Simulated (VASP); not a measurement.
# Ti (P6/mmm) in VASP: further runs

One crystal, Ti, is run at these levels: PBE; tasks: single point.

Everything below comes from runs of VASP 6.6.1. Logs are shortened: lines on timing, memory, paths and dates and some standing lists are left out, and cuts for length are marked.

**1. Starting point**

The structure is hexagonal, space group P6/mmm (No. 191). Conventional cell: a = 4.567 Å, b = 4.567 Å, c = 2.826 Å, α = 90.00°, β = 90.00°, γ = 120.00°. Ti (site symmetry -6m2) has 11 Ti at 2.64 to 2.99 Å as nearest neighbours. Ti (site symmetry 6/mmm) is surrounded by 14 Ti at 2.83 to 2.99 Å.

This isn't the form of Ti at room conditions, which is hcp.

**2. Single point, PBE**

File INCAR:

```
SYSTEM = Ti
PREC     = Accurate       ! precision mode
ENCUT    = 600            ! plane-wave cutoff, eV
EDIFF    = 1E-6           ! SCF threshold, eV
ISMEAR   = 0              ! smearing method
SIGMA    = 0.15           ! smearing width, eV
LREAL    = .False.        ! projectors in reciprocal space
LASPH    = .True.         ! aspherical terms in the spheres
NELM     = 100            ! most SCF steps
ALGO     = Normal         ! electronic algorithm
ISIF     = 2              ! what is computed and relaxed
LWAVE    = .False.        ! write WAVECAR
LCHARG   = .False.        ! write CHGCAR
GGA      = PE             ! functional
NBANDS   = 13             ! bands
ADDGRID  = .False.
```

File KPOINTS:

```
Automatic mesh
0
Gamma
  4 4 5
  0 0 0
```

File POSCAR:

```
Ti
1.0
    4.5673748306      0.0000000000      0.0000000000
   -2.2836874153      3.9554626319      0.0000000000
    0.0000000000      0.0000000000      2.8262442700
Ti
3
Direct
    0.6666666667      0.3333333333      0.5000000000
    0.3333333333      0.6666666667      0.5000000000
    0.0000000000      0.0000000000      0.0000000000
```

Potentials or basis: VASP PAW PBE potentials, release 64 (Ti).

Run with:

```sh
cat potpaw_PBE.64/Ti/POTCAR > POTCAR
mpirun -np 1 vasp_std > vasp.out
```

OUTCAR:

```text
SYSTEM = Ti
   PREC = Accurate
   ENCUT = 600
   EDIFF = 1E-6
   ISMEAR = 0
   LREAL = .False.
   LASPH = .True.
   NELM = 100
   ISIF = 2
   GGA = PE

 Found     12 irreducible k-points:

 Following reciprocal coordinates:
            Coordinates               Weight
  0.000000  0.000000  0.000000      1.000000
  0.250000  0.000000  0.000000      6.000000
  0.500000  0.000000  0.000000      3.000000
  0.250000  0.250000  0.000000      6.000000
  0.000000  0.000000  0.200000      2.000000
  0.250000  0.000000  0.200000     12.000000
   k-points           NKPTS =     12   k-points in BZ     NKDIM =     12   number of bands    NBANDS=     13
   number of dos      NEDOS =    301   number of ions     NIONS =      3
   total plane-waves  NPLWV =  31104
   dimension x,y,z NGX =    36 NGY =   36 NGZ =   24
   dimension x,y,z NGXF=    72 NGYF=   72 NGZF=   48
   ions per type =               3
   NGX,Y,Z   is equivalent  to a cutoff of  13.10, 13.10, 14.12 a.u.
   NGXF,Y,Z  is equivalent  to a cutoff of  26.21, 26.21, 28.23 a.u.
 SYSTEM =  Ti
   PREC   = accura    normal or accurate (medium, high low for compatibility)
   ISTART =      0    job   : 0-new  1-cont  2-samecut
   ICHARG =      2    charge: 1-file 2-atom 10-const
   ISPIN  =      1    spin polarized calculation?
   LNONCOLLINEAR =      F non collinear calculations
   LSORBIT =      F    spin-orbit coupling
   LASPH  =      T    aspherical Exc in radial PAW
   ENCUT  =  600.0 eV  44.10 Ry    6.64 a.u.   9.12  9.12  5.64*2*pi/ulx,y,z
   NELM   =    100;   NELMIN=  2; NELMDL= -5     # of ELM steps
   EDIFF  = 0.1E-05   stopping-criterion for ELM
   LREAL  =      F    real-space projection
   EDIFFG = 0.1E-04   stopping-criterion for IOM
   NSW    =      0    number of steps for IOM
   IBRION =     -1    ionic relax: 0-MD 1-quasi-New 2-CG
   NFREE  =      0    steps in history (QN), initial steepest desc. (CG)
   ISIF   =      2    stress and relaxation
   ISYM   =      2    0-nonsym 1-usesym 2-fastsym
   POTIM  = 0.5000    time-step for ionic-motion
   TEBEG  =    0.0;   TEEND  =   0.0 temperature during run
   PSTRESS=    0.0 pullay stress
   NELECT =      12.0000    total number of electrons
   NUPDOWN=      -1.0000    fix difference up-down
   EMIN   =  10.00;   EMAX   =-10.00  energy-range for DOS
   EFERMI =   0.00;   METHOD = LEGACY
   ISMEAR =     0;   SIGMA  =   0.15  broadening in eV -4-tet -1-fermi 0-gaus
   EFERMI_NEDOS =   21; number of points for ismear=-14 and -15
   IALGO  =     38    algorithm
   IMIX   =      4    mixing-type and parameters
     AMIX     =   0.40;   BMIX     =  1.00
     AMIX_MAG =   1.60;   BMIX_MAG =  1.00
  volume/ion in A,a.u.               =      17.02       114.85
  Fermi-wavevector in a.u.,A,eV,Ry     =   1.010285  1.909162 13.887145  1.020676
  Thomas-Fermi vector in A             =   2.143265
   LORBIT       =      0    0 simple, 1 ext, 2 COOP (PROOUT), +10 PAW based schemes
   GGA     = PE    functional components
   LHFCALC =     F    Hartree Fock is set to
   AEXX    =    0.0000 exact exchange contribution
   IVDW    =     0    specifies the selected vdW correction
   LEPSILON=     F    determine dielectric tensor
   LRPA    =     F    only Hartree local field effects (RPA)
 non-spin polarized calculation
 Gauss-broadening in eV      SIGMA  =   0.15
  energy-cutoff  :      600.00
  volume of cell :       51.06
 maximum number of plane-waves:      1721
   NGX = 19   NGY = 19   NGZ = 11

 number of electron      12.0000000 magnetization

 Free energy of the ion-electron system (eV)
  ---------------------------------------------------
  ext. energy  EPLUGINS =         0.00000000
  ---------------------------------------------------
  free energy    TOTEN  =       -23.36443344 eV

  energy without entropy =      -23.33333526  energy(sigma->0) =      -23.34888435

 E-fermi :   3.0699     XC(G=0): -11.1526

 val. band max:        3.0537515509   @ k =   0.0000   0.0000   0.0000
 cond. band min:       3.0714321696   @ k =   0.2500   0.2500   0.0000
 fundamental gap:      0.0176806188
 Fermi energy:         3.0699312171

 k-point     1 :       0.0000    0.0000    0.0000
  band No.  band energies     occupation
      1      -2.9679      2.00000
      2       1.1296      2.00000
      3       2.3446      2.00000
      4       2.3446      2.00000
      5       2.4466      2.00000
      6       2.4466      2.00000
      7       3.0538      1.12124
      8       3.7367      0.00000
      9       4.3186      0.00000
     10       4.3186      0.00000
     11       4.8449      0.00000
     12       4.8450      0.00000
     13       4.9544      0.00000

 k-point     2 :       0.2500    0.0000    0.0000
  band No.  band energies     occupation
      1      -2.2637      2.00000
      2       0.9183      2.00000
      3       1.3432      2.00000
      4       2.0822      2.00000
      5       2.2452      2.00000
      6       3.2522      0.08573
      7       3.2832      0.04433
      8       3.7357      0.00000
      9       3.8849      0.00000
     10       4.3001      0.00000
     11       4.5329      0.00000
     12       4.8028      0.00000
     13       5.6420      0.00000

 k-point     3 :       0.5000    0.0000    0.0000
  band No.  band energies     occupation
      1      -0.5556      2.00000
      2      -0.4404      2.00000
      3       0.4633      2.00000
      4       2.6479      1.99993
      5       2.6700      1.99984
      6       2.7107      1.99929
      7       3.1001      0.77592
      8       3.5885      0.00000
      9       4.0739      0.00000
     10       4.1540      0.00000
     11       4.9458      0.00000
     12       5.0728      0.00000
     13       5.6549      0.00000

 k-point     4 :       0.2500    0.2500    0.0000
  band No.  band energies     occupation
      1      -1.0697      2.00000
      2       0.2372      2.00000
      3       0.4717      2.00000
      4       2.4551      2.00000
      5       2.7527      1.99722
      6       3.0714      0.98871
      7       3.3151      0.02079
      8       3.3932      0.00231
      9       3.5938      0.00000
     10       4.3944      0.00000
     11       4.4188      0.00000
     12       5.1924      0.00000
     13       5.4120      0.00000

 k-point     5 :       0.0000    0.0000    0.2000
  band No.  band energies     occupation
      1      -2.0987      2.00000
      2       1.7112      2.00000
      3       1.8332      2.00000
      4       1.8332      2.00000
      5       2.0739      2.00000
      6       2.0739      2.00000
      7       4.1839      0.00000
      8       4.2039      0.00000
      9       4.2039      0.00000
     10       4.4909      0.00000
     11       4.6759      0.00000
     12       4.6759      0.00000
     13       5.3817      0.00000

 k-point     6 :       0.2500    0.0000    0.2000
  band No.  band energies     occupation
      1      -1.4666      2.00000
      2       1.4038      2.00000
      3       1.5456      2.00000
      4       2.0136      2.00000
      5       2.0589      2.00000
      6       2.3984      2.00000
      7       3.8137      0.00000
      8       3.9778      0.00000
      9       4.0307      0.00000
     10       4.0974      0.00000
     11       4.6001      0.00000
     12       4.8011      0.00000
     13       5.8396      0.00000

 [... further k-points ...]
[... 5 lines left out ...]
  --------------------------------------------------------------------------------------
  -------------------------------------------------------------------------------------
  Total       -0.4458011     -0.4458011     -0.4584983      0.0000000     -0.0000000      0.0000000
  in kB      -13.9887229    -13.9887229    -14.3871482      0.0000000     -0.0000000      0.0000000
  external PRESSURE =     -14.1215313 kB  Pullay stress =       0.0000000 kB

 VOLUME and BASIS-vectors are now :
 -----------------------------------------------------------------------------
  energy-cutoff  :      600.00
  volume of cell :       51.06
      direct lattice vectors                 reciprocal lattice vectors
     4.567374831  0.000000000  0.000000000     0.218944150  0.126407464  0.000000000
    -2.283687415  3.955462632  0.000000000     0.000000000  0.252814928  0.000000000
     0.000000000  0.000000000  2.826244270     0.000000000  0.000000000  0.353826458

 POSITION                                       TOTAL-FORCE (eV/Angst)
 -----------------------------------------------------------------------------------
      2.28369      1.31849      1.41312         0.000000     -0.000000     -0.000000
     -0.00000      2.63698      1.41312        -0.000000      0.000000      0.000000
      0.00000      0.00000      0.00000         0.000000      0.000000     -0.000000
 -----------------------------------------------------------------------------------
    total drift:                                0.000000      0.000000     -0.000000

  FREE ENERGIE OF THE ION-ELECTRON SYSTEM (eV)
  ---------------------------------------------------
  free  energy   TOTEN  =       -23.3644334375 eV

  energy  without entropy=      -23.3333352616  energy(sigma->0) =      -23.34888435
```

It took 10 s on 1 thread of Intel Xeon Platinum 8488C (Sapphire Rapids), shared host; peak memory 0.17 GiB.

The run converged, but some of its settings lie outside the range that counts as converged, so its numbers aren't taken as properties of the crystal.

Results:

```yaml
Free_energy: -23.3644 eV
Pressure: -1.4 GPa
Band_gap_on_the_k_mesh: none (metal or under the smearing width)
```

Caveat: the k mesh is coarse (spacing up to 0.44 Å⁻¹), so the values aren't converged.

**3. Single point, PBE**

INCAR is that of step 2.

KPOINTS is that of step 2.

File POSCAR:

```
Ti
1.0
    4.5673748306      0.0000000000      0.0000000000
   -2.2836874153      3.9554626319      0.0000000000
    0.0000000000      0.0000000000      2.8262442700
Ti
3
Direct
    0.6535550000      0.3369470000      0.4982190000
    0.3492570000      0.6782810000      0.5288300000
    0.0014220000     -0.0021490000     -0.0037100000
```

Potentials or basis: VASP PAW PBE potentials, release 64 (Ti).

Run with:

```sh
cat potpaw_PBE.64/Ti/POTCAR > POTCAR
mpirun -np 1 vasp_std > vasp.out
```

Wall time 43 s (1 thread of Intel Xeon Platinum 8488C (Sapphire Rapids), shared host); peak memory 0.19 GiB.

These settings aren't checked as converged: the numbers below hold their error.

What came out:

```
Free energy            : -23.3329 eV
Pressure               : -1.2 GPa
Largest force          : 0.386 eV/Å
Band gap on the k mesh : none (metal or under the smearing width)
```

Caveat: the k mesh is coarse (spacing up to 0.44 Å⁻¹), so the values aren't converged.

**4. Single point, PBE**

Changes to INCAR since step 3:

```diff
@@ -2,3 +2,3 @@
 PREC     = Accurate       ! precision mode
-ENCUT    = 600            ! plane-wave cutoff, eV
+ENCUT    = 400            ! plane-wave cutoff, eV
 EDIFF    = 1E-6           ! SCF threshold, eV
```

File KPOINTS:

```
Automatic mesh
0
Gamma
  5 5 7
  0 0 0
```

File POSCAR:

```
Ti
1.0
    4.5673748306      0.0000000000      0.0000000000
   -2.2836874153      3.9554626319      0.0000000000
    0.0000000000      0.0000000000      2.8262442700
Ti
3
Direct
    0.6666666667      0.3333333333      0.5000000000
    0.3333333333      0.6666666667      0.5000000000
    0.0000000000      0.0000000000      0.0000000000
```

Run with:

```sh
cat potpaw_PBE.64/Ti/POTCAR > POTCAR
mpirun -np 1 vasp_std > vasp.out
```

Wall time 11 s (1 thread of Intel Xeon Platinum 8488C (Sapphire Rapids), shared host); peak memory 0.14 GiB.

These settings aren't checked as converged: the numbers below hold their error.

What came out:

* Free energy: -23.3331 eV
* Pressure: -1.1 GPa
* Band gap on the k mesh: none (metal or under the smearing width)

**5. Single point, PBE**

INCAR is that of step 4.

KPOINTS is that of step 4.

File POSCAR:

```
Ti
1.0
    4.5673748306      0.0000000000      0.0000000000
   -2.2836874153      3.9554626319      0.0000000000
    0.0000000000      0.0000000000      2.8262442700
Ti
3
Direct
    0.6535550000      0.3369470000      0.4982190000
    0.3492570000      0.6782810000      0.5288300000
    0.0014220000     -0.0021490000     -0.0037100000
```

Run with:

```sh
cat potpaw_PBE.64/Ti/POTCAR > POTCAR
mpirun -np 1 vasp_std > vasp.out
```

It took 40 s on 1 thread of Intel Xeon Platinum 8488C (Sapphire Rapids), shared host; peak memory 0.16 GiB.

These settings aren't checked as converged: the numbers below hold their error.

Results:

```
Free energy            : -23.3041 eV
Pressure               : -0.8 GPa
Largest force          : 0.350 eV/Å
Band gap on the k mesh : none (metal or under the smearing width)
```

**6. The reference run**

An earlier run on the cell as given: functional PBEsol; potentials or basis VASP PAW PBE potentials, release 64 (Ti_sv); cutoff 520 eV; k mesh 7 × 7 × 9; occupations fermi-dirac, width 0.05 eV; no spin polarisation.

- Pressure: -3.9 GPa
- Band gap on the k mesh: none (metal or under the smearing width)
